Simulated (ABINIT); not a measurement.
Runs of ABINIT 10.8.3 (patched build) on MgB2. The structure is hexagonal, space group P6/mmm (No. 191). Conventional cell: a = 3.085 Å, b = 3.085 Å, c = 3.523 Å, α = 90.00°, β = 90.00°, γ = 120.00°. Mg (site symmetry 6/mmm) has 12 B at 2.51 Å as nearest neighbours. Around B (site symmetry -6m2) lie 3 B at 1.78 Å. 

```csv
task,level,potentials or basis,cell,cutoff (eV),cell freedom (optcell),cutoff smearing ecutsm (Ha),optimiser (ionmov),force stop (Ha/bohr),fine-grid cutoff,gap on the mesh (eV),pressure (GPa),relaxed volume (Å³/atom)
single point,PBEsol,PseudoDojo NC SR PBEsol v0.4.1 standard,as given,1143,-,-,-,-,-,none,-2.7,-
relaxation of cell and atoms,PBE,JTH PAW PBE v2.0,relaxed,626,2,0.5,2,0.0005,1224.51 eV,none,0.0,9.63
relaxation of cell and atoms,AM05,JTH PAW PBE v2.0,relaxed,626,2,0.5,2,0.0005,1224.51 eV,none,0.0,9.48
relaxation of cell and atoms,RPBE,JTH PAW PBE v2.0,relaxed,626,2,0.5,2,0.0005,1224.51 eV,none,0.0,9.84
single point,PBEsol,PseudoDojo NC SR PBEsol v0.4 stringent,as given,1143,-,-,-,-,-,none,-2.7,-
relaxation of cell and atoms,PBEsol,JTH PAW PBE v2.0,relaxed,626,2,0.5,2,0.0005,1224.51 eV,none,0.0,9.49
relaxation of cell and atoms,BLYP,JTH PAW PBE v2.0,relaxed,626,2,0.5,2,0.0005,1224.51 eV,none,0.0,(a)
single point,PBEsol,JTH PAW PBE v2.0,as given,517,-,-,-,-,1034.03 eV,none,-3.2,-
relaxation of cell and atoms,LDA,JTH PAW PBE v2.0,relaxed,626,2,0.5,2,0.0005,1224.51 eV,none,0.0,(b)
```

Alike in all rows: no spin polarisation; k mesh 10 × 10 × 8; smearing fermi-dirac 0.05 eV.

Q: Fill in the values left out.

A: (a) 9.78; (b) 9.23.

Caveats: the atomic spheres overlap (some runs); the PAW data sets were made with another functional, which shifts forces and pressure a little (some runs).

A gap of «none» marks a metal or a gap under the smearing width.
